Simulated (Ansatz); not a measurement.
**Trigonal deformation path in SrCl$_{2}$**

The calculation used Ansatz, DFT LDA, scalar-relativistic, plane waves, PAW. Cutoff 420 eV, Γ-centred 6×6×6 k-points, Gaussian smearing of 0.05 eV. No spin polarisation. Energies are free energies at this smearing, counted from the undisturbed cell; pressure is positive in compression.

Reference structure (as given, not relaxed at this level; it stands at -2.8 GPa, and it needn't be the usual structure):

```
Sr Cl
1.0
     0.00000    3.48550    3.48550
     3.48550    0.00000    3.48550
     3.48550    3.48550    0.00000
Sr Cl
1 2
Direct
  0.00000 0.00000 0.00000
  0.25000 0.25000 0.25000
  0.75000 0.75000 0.75000
```

At fixed volume and fractional coordinates, lengths along (0.577, 0.577, 0.577) are scaled against those across it; ρ is that ratio over its starting value.

```
    ρ  ΔE (meV/atom)
0.500         4387.5
0.600         1646.8
0.710          492.1
0.850           67.2
0.930           10.2
1.000            0.0
1.080            7.0
1.200           27.5
1.410           60.3
1.700          109.3
2.000          188.3
```

Problem. Predict the pressure (GPa) at each point.

Solution.
| ρ | pressure (GPa) |
| --- | --- |
| 0.500 | 53.0 |
| 0.600 | 23.8 |
| 0.710 | 7.1 |
| 0.850 | -1.0 |
| 0.930 | -2.5 |
| 1.000 | -2.8 |
| 1.080 | -2.5 |
| 1.200 | -1.5 |
| 1.410 | 0.5 |
| 1.700 | 2.6 |
| 2.000 | 3.7 |